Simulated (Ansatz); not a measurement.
# Ti2C: do energies and stresses tell the same story?

The calculation used DFT PBEsol, scalar-relativistic, plane waves, PAW in Ansatz 0.2.0.

Cutoff 420 eV; k points 18×18×18 on the computed 3-atom cell (Γ-centred); Gaussian smearing, width 0.10 eV; no spin polarisation.

Relaxed cell: R-3m, a = 3.053 Å, b = 3.053 Å, c = 14.318 Å, α = 90.00°, β = 90.00°, γ = 120.00°, 3 atoms in the primitive cell. Whether it is the stable form of this composition wasn't checked.

Energies at zero smearing and pressures from the stress tensor, at volumes with shape and atoms relaxed:
```
V (Å³/atom) E − E(first) (meV/atom) P (GPa)
     12.070                     0.00    10.16
     12.455                   -17.49     4.63
     12.840                   -22.76    -0.02
     13.226                   -17.78    -3.94
     13.611                    -4.21    -7.22
```

Q: Check P = −dE/dV between neighbouring volumes, and get the bulk modulus from the pressures alone.

A: With 1 eV/Å³ = 160.2 GPa:
```tsv
middle V (Å³/atom)	−ΔE/ΔV (GPa)	mean P (GPa)
12.263	7.273	7.398
12.648	2.192	2.306
13.033	-2.070	-1.979
13.418	-5.645	-5.579
```

The two differ by 0.13 GPa at most. The mean of two end pressures misses the average over a step by about ΔV² P″/12, up to 0.08 GPa here; with that taken off 0.05 GPa remains. The stress is the derivative of the free energy, not of the energy at zero smearing, and with free energies 0.01 GPa remains. Around V = 12.840 Å³/atom, the two neighbours give B = −V ΔP/ΔV = 12.840 × 8.57 / 0.770 = 142.9 GPa, against B0 = 142.0 GPa from the Birch–Murnaghan fit of the energies.